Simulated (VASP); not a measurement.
# Mg3Te (I4/mmm) in VASP: a series of runs

Aim: see how the results for Mg3Te move with the level of theory and the settings. Levels: PBEsol, PBE. Tasks: single point.

Everything below comes from runs of VASP 6.6.1. Logs are shortened: lines on timing, memory, paths and dates and some standing lists are left out, and cuts for length are marked.

## 1. The cell of the first run

It takes space group I4/mmm (No. 139, tetragonal). Conventional cell: a = 4.091 Å, b = 4.091 Å, c = 10.259 Å, α = 90.00°, β = 90.00°, γ = 90.00°. Mg (site symmetry 4/mmm) is surrounded by 4 Te at 2.89 Å and 8 Mg at 3.28 Å. Mg (site symmetry -4m2) is surrounded by 8 Mg at 2.89 to 3.28 Å and 4 Te at 3.28 Å. Te (site symmetry 4/mmm) has 12 Mg at 2.89 to 3.28 Å as nearest neighbours.

The cell comes from a database or a generator and needn't be the stable form of this composition.

## 2. Single point, PBEsol (functional PBEsol, strained and moved within the space group)

Input file INCAR:

```
ALGO = Fast ; EDIFF = 1E-6
ENCUT = 520 ; GGA = PS
ISIF = 2 ; ISMEAR = 0
LASPH = T ; LCHARG = T
LELF = T ; LREAL = F
LVHAR = T ; LWAVE = F
NBANDS = 14 ; NELM = 100
PREC = Accurate ; SIGMA = 0.1
```

Input file KPOINTS:

```
k-points
0
Gamma
  14 14 14
```

Input file POSCAR:

```
Mg3Te
1.0
   -2.0453993088      2.0453993088      5.1297184470
    2.0453993088     -2.0453993088      5.1297184470
    2.0453993088      2.0453993088     -5.1297184470
Mg Te
3 1
Direct
    0.5000000000      0.5000000000      0.0000000000
    0.7500000000      0.2500000000      0.5000000000
    0.2500000000      0.7500000000      0.5000000000
    0.0000000000      0.0000000000      0.0000000000
```

Potentials or basis: VASP PAW PBE potentials, release 64 (Mg, Te).

Run with:

```
cat potpaw_PBE.64/Mg/POTCAR potpaw_PBE.64/Te/POTCAR > POTCAR
mpirun -np 1 vasp_std > vasp.out
```

OUTCAR:

```text
EDIFF = 1E-6
   ENCUT = 520
   GGA = PS
   ISIF = 2
   ISMEAR = 0
   LASPH = T
   LREAL = F
   NELM = 100
   PREC = Accurate

 ion  position               nearest neighbor table
   1  0.500  0.500  0.000-   4 2.89   4 2.89   4 2.89   4 2.89   3 3.28   2 3.28   3 3.28   2 3.28
                             3 3.28   3 3.28   2 3.28   2 3.28
   2  0.750  0.250  0.500-   3 2.89   3 2.89   3 2.89   3 2.89   4 3.28   1 3.28   4 3.28   4 3.28
                             1 3.28   1 3.28   4 3.28   1 3.28
   3  0.250  0.750  0.500-   2 2.89   2 2.89   2 2.89   2 2.89   4 3.28   1 3.28   4 3.28   1 3.28
                             4 3.28   4 3.28   1 3.28   1 3.28
   4  0.000  0.000  0.000-   1 2.89   1 2.89   1 2.89   1 2.89   3 3.28   2 3.28   3 3.28   3 3.28
                             2 3.28   2 3.28   3 3.28   2 3.28

  LATTYP: Found a body centered tetragonal cell.
 ALAT       =     4.0907986176
 C/A-ratio  =     2.5079300775

  Lattice vectors:

 A1 = (  -2.0453993088,   2.0453993088,   5.1297184470)
 A2 = (   2.0453993088,  -2.0453993088,   5.1297184470)
 A3 = (   2.0453993088,   2.0453993088,  -5.1297184470)

Analysis of symmetry for initial positions (statically):
=====================================================================
 Subroutine PRICEL returns:
 Original cell was already a primitive cell.

 Routine SETGRP: Setting up the symmetry group for a
 body centered tetragonal supercell.

 Subroutine GETGRP returns: Found 16 space group operations
 (whereof 16 operations were pure point group operations)
 out of a pool of 16 trial point group operations.

The static configuration has the point symmetry D_4h.

Analysis of symmetry for dynamics (positions and initial velocities):
=====================================================================
 Subroutine PRICEL returns:
 Original cell was already a primitive cell.

 Routine SETGRP: Setting up the symmetry group for a
 body centered tetragonal supercell.

 Subroutine GETGRP returns: Found 16 space group operations
 (whereof 16 operations were pure point group operations)
 out of a pool of 16 trial point group operations.

The dynamic configuration has the point symmetry D_4h.

 Subroutine INISYM returns: Found 16 space group operations
 (whereof 16 operations are pure point group operations),
 and found     1 'primitive' translations

----------------------------------------------------------------------------------------
[... 106 lines left out ...]
   TEBEG  =    0.0;   TEEND  =   0.0 temperature during run
   PSTRESS=    0.0 pullay stress
   NELECT =      12.0000    total number of electrons
   NUPDOWN=      -1.0000    fix difference up-down
   EMIN   =  10.00;   EMAX   =-10.00  energy-range for DOS
   EFERMI =   0.00;   METHOD = LEGACY
   ISMEAR =     0;   SIGMA  =   0.10  broadening in eV -4-tet -1-fermi 0-gaus
   EFERMI_NEDOS =   21; number of points for ismear=-14 and -15
   IALGO  =     68    algorithm
   IMIX   =      4    mixing-type and parameters
     AMIX     =   0.40;   BMIX     =  1.00
     AMIX_MAG =   1.60;   BMIX_MAG =  1.00
  volume/ion in A,a.u.               =      21.46       144.83
  Fermi-wavevector in a.u.,A,eV,Ry     =   0.849634  1.605576  9.821751  0.721878
  Thomas-Fermi vector in A             =   1.965486
   LORBIT       =      0    0 simple, 1 ext, 2 COOP (PROOUT), +10 PAW based schemes
   GGA     = PS    functional components
   LHFCALC =     F    Hartree Fock is set to
   AEXX    =    0.0000 exact exchange contribution
   IVDW    =     0    specifies the selected vdW correction
   LEPSILON=     F    determine dielectric tensor
   LRPA    =     F    only Hartree local field effects (RPA)
 non-spin polarized calculation
 RMM-DIIS sequential band-by-band and
 Gauss-broadening in eV      SIGMA  =   0.10
  energy-cutoff  :      520.00
  volume of cell :       85.84
 maximum number of plane-waves:      2344
 NGX is ok and might be reduce to    48
   NGX = 21   NGY = 21   NGZ = 21

 number of electron      12.0000000 magnetization

 Free energy of the ion-electron system (eV)
  ---------------------------------------------------
  ext. energy  EPLUGINS =         0.00000000
  ---------------------------------------------------
  free energy    TOTEN  =        -9.30906792 eV

  energy without entropy =       -9.29909612  energy(sigma->0) =       -9.30408202

 E-fermi :   5.5001     XC(G=0):  -9.4338

 val. band max:        5.4997735505   @ k =  -0.4286   0.2857   0.0714
 cond. band min:       5.5181599206   @ k =  -0.2143  -0.3571   0.0714
 fundamental gap:      0.0183863701
 Fermi energy:         5.5001129160

 k-point     1 :       0.0000    0.0000    0.0000
  band No.  band energies     occupation
      1      -7.4133      2.00000
      2       0.7158      2.00000
      3       1.0012      2.00000
      4       2.6361      2.00000
      5       2.6361      2.00000
      6       5.9661      0.00000
      7       6.6836      0.00000
      8       6.9948      0.00000
      9       7.1155      0.00000
     10       7.1155      0.00000
     11       9.5128      0.00000
     12      12.4247      0.00000
     13      12.5835      0.00000
     14      12.5836      0.00000
[... 377 lines left out ...]
      1      -6.9131      2.00000
      2      -0.4371      2.00000
      3       0.5051      2.00000
      4       1.8590      2.00000
      5       3.3225      2.00000
      6       4.9862      2.00000
      7       6.4277      0.00000
      8       7.7111      0.00000
      9       8.1083      0.00000
     10       9.1795      0.00000
     11      10.1891      0.00000
     12      10.8353      0.00000
     13      11.4077      0.00000
     14      12.4984      0.00000

 [... further k-points ...]
[... 5 lines left out ...]
  --------------------------------------------------------------------------------------
  -------------------------------------------------------------------------------------
  Total        2.7837256      2.7837256      1.7480989      0.0000000      0.0000000      0.0000000
  in kB       51.9549915     51.9549915     32.6262276      0.0000000      0.0000000      0.0000000
  external PRESSURE =      45.5120702 kB  Pullay stress =       0.0000000 kB

 VOLUME and BASIS-vectors are now :
 -----------------------------------------------------------------------------
  energy-cutoff  :      520.00
  volume of cell :       85.84
      direct lattice vectors                 reciprocal lattice vectors
    -2.045399309  2.045399309  5.129718447     0.000000000  0.244451046  0.097471237
     2.045399309 -2.045399309  5.129718447     0.244451046  0.000000000  0.097471237
     2.045399309  2.045399309 -5.129718447     0.244451046  0.244451046  0.000000000

 POSITION                                       TOTAL-FORCE (eV/Angst)
 -----------------------------------------------------------------------------------
      0.00000      0.00000      5.12972        -0.000000      0.000000     -0.000000
      0.00000      2.04540      2.56486         0.000000     -0.000000      0.000000
      2.04540      0.00000      2.56486        -0.000000     -0.000000      0.000000
      0.00000      0.00000      0.00000        -0.000000      0.000000     -0.000000
 -----------------------------------------------------------------------------------
    total drift:                                0.000000     -0.000000     -0.000000

  FREE ENERGIE OF THE ION-ELECTRON SYSTEM (eV)
  ---------------------------------------------------
  free  energy   TOTEN  =        -9.3090679230 eV

  energy  without entropy=       -9.2990961171  energy(sigma->0) =       -9.30408202
```

OSZICAR:

```text
N       E                     dE             d eps       ncg     rms          rms(c)
DAV:   1     0.184479939168E+02    0.18448E+02   -0.39147E+03  6832   0.643E+02
DAV:   2    -0.799036965725E+01   -0.26438E+02   -0.24657E+02  8864   0.899E+01
DAV:   3    -0.939616399641E+01   -0.14058E+01   -0.13920E+01  8978   0.178E+01
DAV:   4    -0.940939047942E+01   -0.13226E-01   -0.13220E-01  7962   0.224E+00
DAV:   5    -0.940957321907E+01   -0.18274E-03   -0.18274E-03  9070   0.278E-01    0.641E+00
RMM:   6    -0.934191414706E+01    0.67659E-01   -0.29742E-02  6839   0.666E-01    0.388E+00
RMM:   7    -0.931097673995E+01    0.30937E-01   -0.36952E-02  7252   0.813E-01    0.265E-01
RMM:   8    -0.930905863750E+01    0.19181E-02   -0.32167E-03  7297   0.285E-01    0.493E-02
RMM:   9    -0.930906551804E+01   -0.68805E-05   -0.41206E-04  8255   0.118E-01    0.453E-02
RMM:  10    -0.930906970869E+01   -0.41906E-05   -0.89767E-05  8458   0.523E-02    0.402E-02
RMM:  11    -0.930907159369E+01   -0.18850E-05   -0.11670E-05  8058   0.198E-02    0.315E-02
RMM:  12    -0.930906794357E+01    0.36501E-05   -0.62298E-06  7762   0.124E-02    0.697E-03
RMM:  13    -0.930906792297E+01    0.20594E-07   -0.10376E-06  6218   0.631E-03
   1 F= -.93090679E+01 E0= -.93040820E+01  d E =-.997181E-02
```

Wall time 5.8 min (1 thread of AMD EPYC 9R45 (Zen 5), shared host); peak memory 0.51 GiB.

What came out:

```
Free energy            : -9.3091 eV
Pressure               : 4.6 GPa
Band gap on the k mesh : none (metal or under the smearing width)
```

Caveat: the PAW data sets were made with another functional, which shifts forces and pressure a little. The run has no spin-orbit coupling, so splittings on Te are missing.

## 3. Single point, PBE (Mg replaced by Be, lengths x 0.856, strained and moved within the space group)

Input file INCAR:

```
PREC     = Accurate       # precision mode
ENCUT    = 520            # plane-wave cutoff, eV
EDIFF    = 1E-6           # SCF threshold, eV
ISMEAR   = 0              # smearing method
SIGMA    = 0.1            # smearing width, eV
LREAL    = F              # projectors in reciprocal space
LASPH    = T              # aspherical terms in the spheres
NELM     = 100            # most SCF steps
ALGO     = Fast           # electronic algorithm
ISIF     = 2              # what is computed and relaxed
LWAVE    = F              # write WAVECAR
LCHARG   = F              # write CHGCAR
GGA      = PE             # functional
NBANDS   = 14             # bands
```

Input file KPOINTS:

```
regular mesh
0
Gamma
  16 16 16
```

Input file POSCAR:

```
Be3Te
1.0
   -1.7897954403      1.7897954403      4.4193464100
    1.7897954403     -1.7897954403      4.4193464100
    1.7897954403      1.7897954403     -4.4193464100
Be Te
3 1
Direct
    0.5000000000      0.5000000000      0.0000000000
    0.7500000000      0.2500000000      0.5000000000
    0.2500000000      0.7500000000      0.5000000000
    0.0000000000      0.0000000000      0.0000000000
```

Potentials or basis: VASP PAW PBE potentials, release 64 (Be, Te).

Run with:

```
cat potpaw_PBE.64/Be/POTCAR potpaw_PBE.64/Te/POTCAR > POTCAR
mpirun -np 1 vasp_std > vasp.out
```

It took 4.7 min on 1 thread of AMD EPYC 9R45 (Zen 5), shared host; peak memory 0.41 GiB.

It converged, with:

* Free energy: -11.1614 eV
* Pressure: -0.9 GPa
* Band gap on the k mesh: none (metal or under the smearing width)

Stress tensor (GPa, compression positive):
```
-0.51  0.00  0.00
 0.00 -0.51  0.00
 0.00  0.00 -1.63
```

Levels at points of the mesh, in eV from the Fermi level:
```csv
k point,band 4,band 5,band 6,band 7,band 8,band 9
"(0.00, 0.00, 0.00)",-3.08,-3.08,0.35,0.35,1.13,1.39
"(0.50, 0.00, 0.00)",-4.41,-1.45,1.05,1.21,1.34,2.16
"(0.50, 0.50, 0.00)",-5.13,-3.96,-2.03,-0.28,0.68,0.77
"(0.50, 0.50, 0.50)",-3.78,-0.34,1.35,2.73,2.79,2.79
```

Spin-orbit coupling is left out, which matters for the levels of Te.
